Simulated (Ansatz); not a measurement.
# MgO: clamped-ion strain scan

The calculation used DFT PBE, scalar-relativistic, plane waves, PAW (Ansatz). Cutoff 420 eV, Γ-centred 9×9×6 k-points, Gaussian smearing of 0.05 eV. No spin polarisation. Energies are free energies at this smearing, counted from the undisturbed cell; pressure is positive in compression.

Zero of the scan (as given, not relaxed at this level; it stands at 3.3 GPa; this wurtzite form isn't the usual structure):

```xyz
4
Lattice="3.3078 0.0000 0.0000 -1.6539 2.8646 0.0000 0.0000 0.0000 4.9829" Properties=species:S:1:pos:R:3 pbc="T T T"
Mg    0.0000    1.9098    0.0108
Mg    1.6539    0.9549    2.5022
O     0.0000    1.9098    2.0053
O     1.6539    0.9549    4.4968
```

The cell is strained by ε times the Voigt pattern (0, 0, 0, 1, 0, 0) (xx, yy, zz, yz, xz, xy; engineering shear) with fractional coordinates fixed.

```
      ε  ΔE (meV/atom) stress summed along the pattern (GPa, tension positive) gap on the mesh (eV)
-0.0200            1.1                                                    -1.46                  3.48
-0.0100            0.3                                                    -0.73                  3.48
 0.0000            0.0                                                     0.00                  3.48
 0.0050            0.1                                                     0.37                  3.48
 0.0150            0.6                                                     1.10                  3.48
```